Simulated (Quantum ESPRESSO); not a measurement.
## Sb under changes of volume

One of the cells (29.904 Å³/atom); the others are scaled copies at fixed shape and fractional positions:

```
CELL_PARAMETERS angstrom
3.12240 0.00000 0.00000
0.00000 4.34752 0.00000
-0.03891 0.00000 4.40585
ATOMIC_POSITIONS crystal
Sb 0.01139 0.25000 0.24117
Sb 0.98861 0.75000 0.75883
```

This isn't the form of Sb at room conditions, which is rhombohedral.

| Property | Result |
| --- | --- |
| Program | Quantum ESPRESSO 7.5 |
| Functional | r2SCAN |
| Potentials or basis | SG15 PBE 1.2 |
| Cutoff | 952 eV |
| Density cutoff | 3810 eV |
| k mesh | 5 × 3 × 3 |
| Occupations | fermi-dirac, width 0.05 eV |
| Spin | no spin polarisation |

```tsv
volume (Å³/atom)	energy over the lowest point (meV/atom)	pressure (GPa)	largest force (eV/Å)
28.110	11.70	3.1	0.139
28.708	3.12	1.5	0.156
29.306	0.00	0.2	0.171
29.904	?	?	?
30.502	7.08	-2.1	0.195
31.100	16.38	-3.0	0.206
31.698	29.16	-3.9	0.218
```

Task: What does the run at 29.904 Å³/atom give?

Result: Energy over the lowest point 1.51 meV/atom; pressure -1.0 GPa; largest force 0.183 eV/Å.

Worked out: A Birch-Murnaghan fit of order 3 (a polynomial in V^(-2/3)) to the other rows has its minimum at 29.41 Å³/atom with B0 = V·E''(V) = 61 GPa and B' = 4.6 at fixed shape and positions, which overstates the stiffness. It gives 1.41 meV/atom at 29.904 Å³/atom, against the run's 1.51, and -dE/dV = -1.0 GPa, against -1.0.

Energies are extrapolated to zero smearing.

Caveats: all runs use coarse meshes; the potentials were made for another functional, which shifts forces and pressure.
